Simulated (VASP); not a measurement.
# PtS2 (P-3m1) in VASP: a series of runs, part 2 of 2

VASP 6.6.1.

### 4 Relaxation of cell and atoms, PBE

INCAR reads:

```
SYSTEM = PtS2
ALGO = Normal
EDIFF = 1E-7
EDIFFG = -0.02
ENCUT = 600
GGA = PE
IBRION = 2
ISIF = 3
ISMEAR = -1
LASPH = .True.
LCHARG = .False.
LREAL = .False.
LWAVE = .False.
NELM = 60
NSW = 40
PREC = Accurate
SIGMA = 0.05
```

KPOINTS reads:

```
k-points
0
Gamma
  9 9 5
  0 0 0
```

POSCAR reads:

```
PtS2
1.0
    3.5432000000      0.0000000000      0.0000000000
   -1.7716000000      3.0685012107      0.0000000000
    0.0000000000      0.0000000000      5.0388000000
Pt S
1 2
Direct
    0.0000000000      0.0000000000      0.0000000000
    0.6666666667      0.3333333333      0.7730000000
    0.3333333333      0.6666666667      0.2270000000
```

Potentials or basis: VASP PAW PBE potentials, release 54 (Pt, S).

Run with:

```sh
cat potpaw_PBE.54/Pt/POTCAR potpaw_PBE.54/S/POTCAR > POTCAR
mpirun -np 1 vasp_std > vasp.out
```

Run time: 5.7 min. Hardware: 1 thread of AMD EPYC 9R45 (Zen 5), shared host; peak memory 0.19 GiB.

Results (log left out):

```yaml
Free_energy: -15.4605 eV
Relaxed_volume: 23.22 Å³/atom
Relaxed_cell: a = 3.575 Å, b = 3.575 Å, c = 6.294 Å, α = 90.00°, β = 90.00°, γ = 120.00°
Space_group_after_relaxing_to_0.05_Å: P-3m1 (No. 164)
Energy_gained_by_relaxing: 62.8 meV/atom
Ionic_steps: 19
Pressure_after_relaxing: 0.0 GPa
Band_gap_on_the_k_mesh: 1.51 eV, indirect (least direct gap 1.54 eV)
```

Stress tensor (GPa, compression positive):
```
-0.07  0.00  0.00
 0.00 -0.07  0.00
 0.00  0.00  0.01
```

The path:
```
step  energy change (eV)  largest force (eV/Å)  pressure (GPa)  volume (Å³)
   1              0.0000                1.2127           11.13        54.78
   2              0.2409                1.3967          -12.60        65.47
   3             -0.1406                0.0194           -0.43        58.46
   4             -0.1408                0.0568           -0.08        58.33
   5             -0.1408                0.0766            0.10        58.25
   6             -0.1481                0.0024            0.19        58.34
   7             -0.1529                0.1436            0.34        58.47
   8             -0.1559                0.1629            0.07        58.91
   9             -0.1627                0.2163           -0.68        60.23
  10             -0.1688                0.3089           -1.86        62.89
  11             -0.1694                0.3025           -1.82        62.95
  12             -0.1713                0.2834           -1.67        63.11
  13             -0.1748                0.2438           -1.37        63.44
  14             -0.1803                0.1596           -0.76        64.09
  15             -0.1852                0.0264            0.57        65.38
  16             -0.1852                0.0399            0.67        65.47
  17             -0.1859                0.0333            0.57        65.89
  18             -0.1875                0.0172            0.32        67.14
  19             -0.1885                0.0002           -0.04        69.66
```

Final structure:
```
CELL_PARAMETERS angstrom
3.57469 0.00000 0.00000
-1.78735 3.09578 0.00000
0.00000 0.00000 6.29426
ATOMIC_POSITIONS crystal
Pt 0.00000 0.00000 0.00000
S 0.66667 0.33333 0.80533
S 0.33333 0.66667 0.19467
```

Levels at points of the mesh, in eV from the valence-band top:
| k point | band 8 | band 9 | band 10 | band 11 | band 12 | band 13 | band 14 | band 15 |
| --- | --- | --- | --- | --- | --- | --- | --- | --- |
| (0.00, 0.00, 0.00) | -1.08 | -0.42 | -0.42 | -0.35 | 3.02 | 3.02 | 5.36 | 5.90 |

Caveat: the volume moved by over 15 % at a fixed basis, so the end points are rough; spin-orbit coupling is left out, which moves the levels of the heavy elements; an odd mesh through Γ misses points on the zone boundary, where band edges often lie; this functional lacks dispersion, which binds the layers, so the pressure and a relaxed spacing across them are unreliable, and here the layers came unbound; the volume moved by +27 % from the deposited cell, more than functionals usually miss.

### 5 Relaxation of cell and atoms, PBE

INCAR reads:

```
SYSTEM = PtS2
PREC = Accurate
ENCUT = 580
EDIFF = 1E-6
ISMEAR = -1
SIGMA = 0.05
LREAL = .FALSE.
LASPH = .TRUE.
NELM = 80
ALGO = Fast
ISIF = 3
LWAVE = .FALSE.
LCHARG = .FALSE.
GGA = PE
IBRION = 2
NSW = 60
EDIFFG = -0.01
```

KPOINTS reads:

```
regular mesh
0
G
  9 9 5
  0 0 0
```

POSCAR is that of step 4.

Run with:

```sh
cat potpaw_PBE.54/Pt/POTCAR potpaw_PBE.54/S/POTCAR > POTCAR
mpirun -np 1 vasp_std > vasp.out
```

Run time: 4.9 min. Hardware: 1 thread of AMD EPYC 9R45 (Zen 5), shared host; peak memory 0.19 GiB.

The run converged. Its results:

* Free energy: -15.4597 eV
* Relaxed volume: 23.46 Å³/atom
* Relaxed cell: a = 3.573 Å, b = 3.573 Å, c = 6.365 Å, α = 90.00°, β = 90.00°, γ = 120.00°
* Space group after relaxing (to 0.05 Å): P-3m1 (No. 164)
* Energy gained by relaxing: 62.6 meV/atom
* Ionic steps: 17
* Pressure after relaxing: 0.0 GPa
* Band gap on the k mesh: 1.54 eV, indirect (least direct gap 1.56 eV)

Step by step:
```
step  energy change (eV)  largest force (eV/Å)  pressure (GPa)  volume (Å³)
   1              0.0000                1.2130           11.11        54.78
   2              0.2399                1.3939          -12.58        65.45
   3             -0.1403                0.0240           -0.35        58.46
   4             -0.1405                0.0517           -0.15        58.34
   5             -0.1405                0.0719            0.04        58.27
   6             -0.1478                0.0096            0.13        58.35
   7             -0.1525                0.1450            0.28        58.47
   8             -0.1554                0.1465            0.18        58.83
   9             -0.1630                0.1452           -0.07        59.91
  10             -0.1743                0.1294           -0.35        62.06
  11             -0.1858                0.0449           -0.30        66.36
  12             -0.1874                0.0047           -0.17        68.10
  13             -0.1875                0.0565            0.07        70.17
  14             -0.1711                0.4344           -2.01        72.33
  15             -0.1878                0.0047           -0.21        70.43
  16             -0.1751                0.0402            1.68        69.86
  17             -0.1879                0.0002           -0.03        70.38
```

Final structure:
```
Pt S
1.0
     3.57340    0.00000    0.00000
    -1.78670    3.09466    0.00000
     0.00000    0.00000    6.36454
Pt S
1 2
Cartesian
  0.0000 0.0000 0.0000
  1.7867 1.0316 5.1383
  0.0000 2.0631 1.2262
```

Levels at points of the mesh, in eV from the valence-band top:
```
           k point  band 9  band 10  band 11  band 12  band 13  band 14
(0.00, 0.00, 0.00)   -0.40    -0.40    -0.37     3.05     3.05     5.36
```

Caveat: the volume moved by over 15 % at a fixed basis, so the end points are rough; spin-orbit coupling is left out, which moves the levels of the heavy elements; an odd mesh through Γ misses points on the zone boundary, where band edges often lie; this functional lacks dispersion, which binds the layers, so the pressure and a relaxed spacing across them are unreliable, and here the layers came unbound; the volume moved by +28 % from the deposited cell, more than functionals usually miss. Zero-point motion and thermal expansion aren't in these numbers.

### 6 Summary

```tsv
task	potentials or basis	cell	cutoff (eV)	smearing	gap on the mesh (eV)	pressure (GPa)	relaxed volume (Å³/atom)
single point	VASP PAW PBE potentials, release 64 (Pt, S)	as given	520	gaussian 0.029 eV	1.03	11.1	-
relaxation of cell and atoms	VASP PAW PBE potentials, release 64 (Pt, S_h)	relaxed	980	fermi-dirac 0.05 eV	1.54	0.0	23.55
relaxation of cell and atoms	VASP PAW PBE potentials, release 54 (Pt, S)	relaxed	600	fermi-dirac 0.05 eV	1.51	0.0	23.22
relaxation of cell and atoms	VASP PAW PBE potentials, release 54 (Pt, S)	relaxed	580	fermi-dirac 0.05 eV	1.54	0.0	23.46
```

Alike in all rows: level PBE; no spin polarisation; k mesh 9 × 9 × 5.

Caveats: spin-orbit coupling is left out, which moves the levels of the heavy elements; an odd mesh through Γ misses points on the zone boundary, where band edges often lie; the volume moved by over 15 % at a fixed basis, so the end points are rough (some runs); this functional lacks dispersion, which binds the layers, so the pressure and a relaxed spacing across them are unreliable, and here the layers came unbound (some runs); forces of over 1 eV/Å show positions far from the minimum, so gaps and moduli don't describe the material at rest (some runs); the volume moved by +29 % from the deposited cell, more than functionals usually miss (some runs); the volume moved by +27 % from the deposited cell, more than functionals usually miss (some runs).

Total energies depend on the potentials used, so only differences within one code and one set of settings carry meaning.
